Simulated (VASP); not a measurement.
# Te2Pb: single point with PBE

The system is Te2Pb.

```
Pb Te
1.0
     0.00000    3.79661    3.79661
     3.79661    0.00000    3.79661
     3.79661    3.79661    0.00000
Pb Te
1 2
Direct
  0.00000 0.00000 0.00000
  0.25000 0.25000 0.25000
  0.75000 0.75000 0.75000
```

The cell was built by a generator and needn't be a form met in nature.

```json
{"Program": "VASP 6.6.1", "Task": "single point", "Functional": "PBE", "Potentials or basis": "VASP PAW PBE potentials, release 64 (Pb_d, Te)", "Cutoff": "520 eV", "k mesh": "4 × 4 × 4", "Occupations": "fermi-dirac, width 0.02 eV", "Spin": "no spin polarisation"}
```

* Pressure: 0.4 GPa
* Band gap on the k mesh: none (metal or under the smearing width)

Levels at points of the mesh, in eV from the Fermi level:
```tsv
k point	band 11	band 12	band 13	band 14	band 15	band 16
(0.00, 0.00, 0.00)	-2.24	-1.13	-1.13	-1.13	1.80	1.80
(0.50, 0.00, 0.00)	-2.25	-1.53	-1.53	0.20	3.37	3.37
(0.50, 0.50, 0.00)	-1.85	0.52	0.52	0.96	2.26	4.31
```

It took 23 s on 1 thread of Intel(R) Xeon(R) Platinum 8488C (Sapphire Rapids), on a shared host, peak memory 0.23 GiB.

Spin-orbit coupling is left out, which matters for the levels of Pb, Te.
